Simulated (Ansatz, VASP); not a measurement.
## Zr in VASP and in Ansatz

```
CELL_PARAMETERS angstrom
3.23200 0.00000 0.00000
-1.61600 2.79899 0.00000
0.00000 0.00000 5.14700
ATOMIC_POSITIONS crystal
Zr 0.33465 0.67413 0.25390
Zr 0.66535 0.32587 0.74610
```

Change from the starting cell: atom 2 moved 0.06 Å.

Alike in both runs: task band structure; functional revPBE; k mesh 9 × 9 × 5; occupations fermi-dirac, width 0.05 eV; no spin polarisation.

|  | VASP | Ansatz |
| --- | --- | --- |
| version | VASP 6.6.1 | Ansatz 0.2.0 |
| potentials or method | VASP PAW PBE potentials, release 64 (Zr_sv) | Ansatz PAW |
| plane-wave cutoff (eV) | 520 | 420 |
| valence electrons in the cell | 24 | 24 |

VASP gave:

- gap on the k mesh at the Fermi level (eV): none
- pressure (GPa): 2.1
- largest component of the traceless stress (GPa): 0.64
- rms of the force components (eV/Å): 0.098

Q: Which values does Ansatz return?

A: gap on the k mesh at the Fermi level (eV): none; pressure (GPa): 2.1; largest component of the traceless stress (GPa): 0.64; rms of the force components (eV/Å): 0.099.

Atom by atom the forces differ by 0.000 eV/Å (rms over components). A gap of «none» marks a metal or a gap that the smearing closes.

Caveats: the PAW data sets were made with another functional, which shifts forces and pressure a little (VASP); the PAW data sets come from PBE, with cores solved anew for the run's functional, which leaves a small shift of forces and pressure (Ansatz).
